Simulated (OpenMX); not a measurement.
## BeTe under changes of volume

One of the cells (21.254 Å³/atom); the others are scaled copies at fixed shape and fractional positions:

```xyz
2
Lattice="0.0000 2.7700 2.7700 2.7700 0.0000 2.7700 2.7700 2.7700 0.0000" Properties=species:S:1:pos:R:3 pbc="T T T"
Te    4.1550    4.1550    4.1550
Be    0.0000    0.0000    0.0000
```

```yaml
Program: OpenMX 3.8.5
Functional: PBE
Potentials_or_basis: OpenMX 2013 PBE set, Te7.0-s3p3d2f1, Be7.0-s3p2d1, fixed grid of 42 × 42 × 42 points
k_mesh: 9 × 9 × 9
Occupations: fermi-dirac, width 0.05 eV
Spin: no spin polarisation
```

| volume (Å³/atom) | energy over the lowest point (meV/atom) | gap on the mesh (eV) |
| --- | --- | --- |
| 19.979 | ? | ? |
| 20.404 | 61.24 | 1.86 |
| 20.829 | 41.20 | 1.90 |
| 21.254 | 25.32 | 1.94 |
| 21.679 | 13.43 | 1.98 |
| 22.104 | 5.10 | 2.02 |
| 22.529 | 0.00 | 2.06 |

Task: What does the run at 19.979 Å³/atom give?

Result: Energy over the lowest point 86.04 meV/atom; gap on the mesh 1.81 eV.

Worked out: A Birch-Murnaghan fit of order 3 (a polynomial in V^(-2/3)) to the other rows has its minimum at 23.06 Å³/atom, just outside them, with B0 = V·E''(V) = 55 GPa and B' = 3.7. It gives 85.98 meV/atom at 19.979 Å³/atom, against the run's 86.04. A straight line through the other rows of the gap, of slope 2.02 eV per unit of ln V, extrapolates to 1.82 eV, against the run's 1.81.

Energies are extrapolated to zero smearing.

Caveats: spin-orbit coupling is left out, which moves the levels of the heavy elements; an odd mesh through Γ misses points on the zone boundary, where band edges often lie; the basis of atomic orbitals isn't converged, which shifts pressures, moduli and gaps.
